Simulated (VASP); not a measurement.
A run of VASP 6.6.1:

INCAR

```
PREC = Accurate
ENCUT = 600
EDIFF = 1E-6
ISMEAR = 1
SIGMA = 0.1
LREAL = F
LASPH = T
NELM = 80
ALGO = Normal
ISIF = 3
LWAVE = F
LCHARG = F
GGA = PS
IBRION = 2
NSW = 90
EDIFFG = -0.01
```

Contents of KPOINTS:

```
Automatic mesh
0
Gamma
  15 15 9
```

POSCAR

```
Os
1.0
    2.7341000000      0.0000000000      0.0000000000
   -1.3670500000      2.3678000565      0.0000000000
    0.0000000000      0.0000000000      4.3197000000
Os
2
Direct
    0.3333333333      0.6666666667      0.2500000000
    0.6666666667      0.3333333333      0.7500000000
```

Potentials or basis: VASP PAW PBE potentials, release 64 (Os).

Command:

```console
$ cat potpaw_PBE.64/Os/POTCAR > POTCAR
$ mpirun -np 1 vasp_std > vasp.out
```

Hardware: 1 thread of Intel(R) Xeon(R) Platinum 8488C (Sapphire Rapids), on a shared host.

Task: How long does it take, and how much memory?

Result: It took 100 s on 1 thread of Intel(R) Xeon(R) Platinum 8488C (Sapphire Rapids), on a shared host, peak memory 0.2 GiB. Counts: scf iterations 41, k points 135, ion steps 8.
